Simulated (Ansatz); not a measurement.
## P: computed properties

Theory: Ansatz 0.2.0, DFT PBE, scalar-relativistic, plane waves, PAW.

Settings: cutoff 420 eV, Γ-centred mesh 22×22×24 on the computed 1-atom cell, Gaussian smearing of 0.10 eV; no spin polarisation.

The structure is relaxed at this level of theory with its symmetry kept, and needn't be the ground state of this composition.

It takes space group Pm-3m (No. 221, cubic). The conventional cell has a = 2.445 Å (cubic). P (site symmetry m-3m) is surrounded by 6 P at 2.44 to 2.45 Å.

```json
{"Volume per atom": "14.61 Å³", "Energy over the standard state (uncorrected)": "+0.091 eV/atom", "Kohn–Sham band gap": "none (metal)", "Density of states at the Fermi level": "0.3 states/eV per cell", "Orbital (Löwdin) character within 0.5 eV of the Fermi level": "P 3p 79 %, P 3s 14 %, unprojected 6 %", "Bulk modulus": "108 GPa", "Its pressure derivative": "5.3", "Bader charge by site (e)": "P (1 in the cell) 0.00"}
```

Another cell of P relaxed alike, in R-3m, lies 48 meV/atom lower, so this cell isn't the stable form at this level.

The cell was found from a structure generator's guess, not taken from experiment. Löwdin shares on free-atom orbitals overweight diffuse shells.
